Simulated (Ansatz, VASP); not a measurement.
## Two plane-wave programs on Ir

Contents of INCAR:

```
  PREC = Accurate
  ENCUT = 520
  EDIFF = 1E-7
  ISMEAR = 0
  SIGMA = 0.1
  LREAL = False
  LASPH = True
  NELM = 100
  ALGO = Normal
  ISIF = 2
  LWAVE = False
  LCHARG = False
  LDIPOL = True
  IDIPOL = 3
  DIPOL = 0.5 0.5 0.305
  GGA = PE
  NBANDS = 20
```

Contents of KPOINTS:

```
Automatic mesh
0
Gamma
  10 10 1
```

The input POSCAR:

```
Ir
1.0
    2.7367600872      0.0000000000      0.0000000000
    0.0000000000      2.7367600872      0.0000000000
    0.0000000000      0.0000000000     19.1883373414
Ir
3
Direct
    0.5000000000      0.5000000000      0.2084599582
    0.0000000000      0.0000000000      0.3045662606
    0.5000000000      0.5000000000      0.4006776202
```

Input for Ansatz:

```yaml
crystal:
  lattice:
    - [2.7367600872, 0.0, 0.0]
    - [0.0, 2.7367600872, 0.0]
    - [0.0, 0.0, 19.1883373414]
  atoms:
    - { symbol: Ir, position: [0.5, 0.5, 0.2084599582] }
    - { symbol: Ir, position: [0.0, 0.0, 0.3045662606] }
    - { symbol: Ir, position: [0.5, 0.5, 0.4006776202] }
basis:
  ecutwfc: 420
kpoints:
  mp_grid: { grid: [10, 10, 1] }
hamiltonian:
  xc: pbe
  pseudopotentials: { kind: paw, azcp: { folder: soft_1 } }
scf:
  occupations: { method: gaussian, width: 0.1 }
output:
  forces: true
  eigenvalues: true
  write_density: true
  write_potential: true
  elf: true
  volumetric_format: npy
efield:
  axis: 3
  dipole_correction: true
  ramp_width: 0.04
```

Alike in both runs: task single point; functional PBE; k mesh 10 × 10 × 1; occupations gaussian, width 0.1 eV; no spin polarisation.

|  | VASP | Ansatz |
| --- | --- | --- |
| version | VASP 6.6.1 | Ansatz 0.2.0 |
| potentials or method | VASP PAW PBE potentials, release 64 (Ir) | scalar-relativistic, plane waves, PAW |
| plane-wave cutoff (eV) | 520 | 420 |
| valence electrons in the cell | 27 | 51 |

```tsv
	VASP	Ansatz	Ansatz less VASP
gap on the k mesh at the Fermi level (eV)	none	none	-
rms of the force components (eV/Å)	0.023	0.000	-0.0230
```

Atom by atom the forces differ by 0.023 eV/Å (rms over components). A gap of «none» marks a metal or a gap that the smearing closes. The two sets of potentials don't hold the same shells in valence. Ansatz warned: «xc_potential_rough_in_thin_density».

Spin-orbit coupling is left out, which matters for the levels of Ir.
